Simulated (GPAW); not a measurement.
A run of GPAW 26.7.0 is set up as follows.

Contents of run.py:

```python
import numpy as np
from ase.dft.bandgap import bandgap
from ase.io import read, write
from gpaw import GPAW, PW
from gpaw.response.df import DielectricFunction

atoms = read('ZnSe.xyz')

calc = GPAW(mode=PW(500),
            xc='LDA',
            kpts={'size': (7, 7, 7), 'gamma': True},
            occupations={'name': 'fermi-dirac', 'width': 0.001},
            nbands=18,
            convergence={'density': 1e-06},
            maxiter=150,
            txt='gpaw.txt')
atoms.calc = calc
energy = atoms.get_potential_energy()
calc.write('gs.gpw')
write('result.traj', atoms)
print(f'Energy: {energy:.6f} eV')
print('Fermi level:', round(calc.get_fermi_level(), 4), 'eV')
print(f'Gap: {bandgap(calc)[0]:.4f} eV, direct: {bandgap(calc, direct=True)[0]:.4f} eV')

for size in [(20, 20, 20)]:
    name = 'x'.join(str(n) for n in size)
    dense = calc.fixed_density(kpts={'size': size, 'gamma': True},
                               nbands=35, convergence={'bands': 29, 'eigenstates': 1e-7},
                               update_fermi_level=True, txt=f'dense-{name}.txt')
    dense.write(f'{name}.gpw', mode='all')
    df = DielectricFunction(f'{name}.gpw', frequencies=np.array([0.0]), hilbert=False, eta=0.001,
                            ecut=80, nbands=29, intraband=False, txt=f'df-{name}.txt')
    for xc in ['RPA']:
        for direction in ['x', 'y', 'z', [0, 1, 1], [1, 0, 1], [1, 1, 0]]:
            e0, e = df.get_macroscopic_dielectric_constant(xc=xc, direction=direction)
            print(f'{name} {xc} {direction}: {e0:.4f} without, {e:.4f} with local fields')
```

File ZnSe.xyz:

```xyz
2
Lattice="0.0000000000 2.8338000000 2.8338000000 2.8338000000 0.0000000000 2.8338000000 2.8338000000 2.8338000000 0.0000000000" Properties=species:S:1:pos:R:3 pbc="T T T"
Se     4.2507000000      4.2507000000      4.2507000000
Zn     0.0000000000      0.0000000000      0.0000000000
```

Potentials or basis: the program's PAW data sets (release 1.2.1) made for this functional, pw.

Launch:

```sh
$ OMP_NUM_THREADS=1 python run.py
```

Problem. Predict the electronic dielectric tensor (diagonal).

Solution. 7.32.

Problem. Estimate the band gap on the k mesh.

Solution. 1.04 eV, direct.

Electronic dielectric tensor:
```
7.32 0.00 0.00
0.00 7.32 0.00
0.00 0.00 7.32
```

Caveat: the long-wavelength limit can be off by several per cent where d states take part.

**Measured values to compare with.**

From a printed reference work, textbook, for a bulk crystal of ZnSe: high-frequency dielectric constant 5.9.

The gap isn't set beside the measured one, since this odd mesh misses points on the zone boundary. A measured high-frequency dielectric constant of ZnSe is 5.9 (a printed reference work, textbook); the calculated 7.32 misses it by +24.1 %.
